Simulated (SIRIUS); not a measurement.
**InP under changes of volume**

One of the cells (25.670 Å³/atom); the others are scaled copies at fixed shape and fractional positions:

```xyz
2
Lattice="0.0000 2.9499 2.9499 2.9499 0.0000 2.9499 2.9499 2.9499 0.0000" Properties=species:S:1:pos:R:3 pbc="T T T"
In    0.0000    0.0000    0.0000
P     4.4249    4.4249    4.4249
```

```yaml
Program: SIRIUS 7.12.0
Functional: PBEsol
Potentials_or_basis: PseudoDojo 0.4.1 PBEsol standard (scalar relativistic)
Cutoff: 960 eV
Density_cutoff: 3840 eV
k_mesh: 8 × 8 × 8
Occupations: fermi-dirac, width 0.05 eV
Spin: no spin polarisation
```

```tsv
volume (Å³/atom)	energy over the lowest point (meV/atom)	pressure (GPa)	gap on the mesh (eV)
23.657	28.94	5.7	0.95
24.160	14.04	3.8	0.83
24.663	4.62	2.2	0.72
25.670	0.00	-0.6	0.51
26.173	?	?	?
26.677	11.16	-2.9	0.30
```

Problem. What does the run at 26.173 Å³/atom give?

Solution. Energy over the lowest point 3.82 meV/atom; pressure -1.8 GPa; gap on the mesh 0.40 eV.

Worked out: A Birch-Murnaghan fit of order 3 (a polynomial in V^(-2/3)) to the other rows has its minimum at 25.43 Å³/atom with B0 = V·E''(V) = 67 GPa and B' = 4.6. It gives 3.81 meV/atom at 26.173 Å³/atom, against the run's 3.82, and -dE/dV = -1.8 GPa, against -1.8. A straight line through the other rows of the gap, of slope -5.38 eV per unit of ln V, gives 0.40 eV, against the run's 0.40.

Energies are extrapolated to zero smearing.

Caveats: spin-orbit coupling is left out, which moves the levels of the heavy elements.

A mesh can miss the band edges.
